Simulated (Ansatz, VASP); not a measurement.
## SnTe in VASP and in Ansatz

```
CELL_PARAMETERS angstrom
4.43647 0.00000 0.00000
-2.21823 3.84209 0.00000
0.00000 0.00000 7.85640
ATOMIC_POSITIONS crystal
Sn 0.00000 0.00000 0.00000
Sn 0.00000 0.00000 0.50000
Te 0.33333 0.66667 0.25000
Te 0.66667 0.33333 0.75000
```

Alike in both runs: functional PBE; k mesh 9 × 9 × 5; occupations fermi-dirac, width 0.05 eV; no spin polarisation.

Ansatz relaxed the structure, and its values are those at the end. VASP's run is a single point on that final structure, the one shown.

```csv
,VASP,Ansatz
version,VASP 6.6.1,Ansatz 0.2.0
potentials or method,"VASP PAW PBE potentials, release 64 (Sn_d, Te)","PAW with Ansatz's default frozen-core files, scalar-relativistic"
plane-wave cutoff (eV),520,420
valence electrons in the cell,40,60
```

|  | VASP | Ansatz | Ansatz less VASP |
| --- | --- | --- | --- |
| pressure (GPa) | 0.0 | 0.0 | +0.02 |

With one functional, cell and mesh, what is left measures potentials, basis and numerics. The two sets of potentials don't hold the same shells in valence.

Spin-orbit coupling is left out, which matters for the levels of Te.
